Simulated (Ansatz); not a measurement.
Wanted: the native input for an Ansatz 0.2.0 run.

- Task: band structure
- Functional: PBE0
- Potentials or basis: Ansatz PAW
- Cutoff: 420 eV (not typed: the program's choice for these potentials)
- k mesh: 8 × 8 × 8
- Occupations: fermi-dirac, width 0.05 eV
- Spin: no spin polarisation
- Path: [["G", "X", "W", "K", "G", "L", "U", "W", "L", "K"], ["U", "X"]]
- Points for each segment of the path: 4

Crystal: LiF (Griceite).

```
F Li
1.0
     0.00000    2.01400    2.01400
     2.01400    0.00000    2.01400
     2.01400    2.01400    0.00000
F Li
1 1
Direct
  0.50000 0.50000 0.50000
  0.00000 0.00000 0.00000
```

These files were run (other wordings do the same):

input

```
crystal:
  lattice:
    - [0.0, 2.014, 2.014]
    - [2.014, 0.0, 2.014]
    - [2.014, 2.014, 0.0]
  atoms:
    - { symbol: F, position: [0.5, 0.5, 0.5] }
    - { symbol: Li, position: [0.0, 0.0, 0.0] }
hamiltonian:
  xc: pbe0
  pseudopotentials: { kind: paw }
kpoints:
  mp_grid: { grid: [8, 8, 8] }
  band_path:
    path:
      - [[0.0, 0.0, 0.0], [0.5, 0.0, 0.5], [0.5, 0.25, 0.75], [0.375, 0.375, 0.75], [0.0, 0.0, 0.0], [0.5, 0.5, 0.5], [0.625, 0.25, 0.625], [0.5, 0.25, 0.75], [0.5, 0.5, 0.5], [0.375, 0.375, 0.75]]
      - [[0.625, 0.25, 0.625], [0.5, 0.0, 0.5]]
    npoints: 4
scf:
  occupations: { method: fermi_dirac, width: 0.05 }
  n_extra_bands: 6
output:
  forces: true
  stress: true
  eigenvalues: true
  fatbands: false
```

It gave:

- Pressure: -1.0 GPa
- Band gap on the k mesh: 12.16 eV, direct
- Band gap along the path: 12.16 eV, direct

Caveat: the pressure holds a Pulay correction of +0.4 GPa for the finite cutoff; the PAW data sets come from PBE, with cores solved anew for the run's functional, which leaves a small shift of forces and pressure; the thresholds are loose for stress.

It took 24 s on 1 × NVIDIA H100 80GB HBM3 with 2 threads of AMD EPYC 7R13 Processor (Zen 3) (shared host), peak memory 1.7 GiB.
